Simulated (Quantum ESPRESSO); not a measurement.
The system is BAs.

```
As B
1.0
     0.00000    2.38850    2.38850
     2.38850    0.00000    2.38850
     2.38850    2.38850    0.00000
As B
1 1
Cartesian
  3.5827 3.5827 3.5827
  0.0000 0.0000 0.0000
```

Base run:

* Program: Quantum ESPRESSO 7.5
* Functional: PBE
* Potentials or basis: SG15 PBE 1.2
* Cutoff: 952 eV
* Density cutoff: 3810 eV
* k mesh: 6 × 6 × 6
* Occupations: fermi-dirac, width 0.05 eV
* Spin: no spin polarisation

Its results: band gap on the k mesh 1.29 eV, indirect (least direct gap 3.29 eV); pressure 2.7 GPa.

Problem. The run is repeated on the same cell with these changes: k mesh from 6 × 6 × 6 to 4 × 4 × 4. What comes out?

Solution. Band gap on the k mesh 1.43 eV, indirect (least direct gap 3.27 eV); pressure 3.2 GPa.

Caveats: some runs use coarse meshes.

A k mesh can miss the band edges.
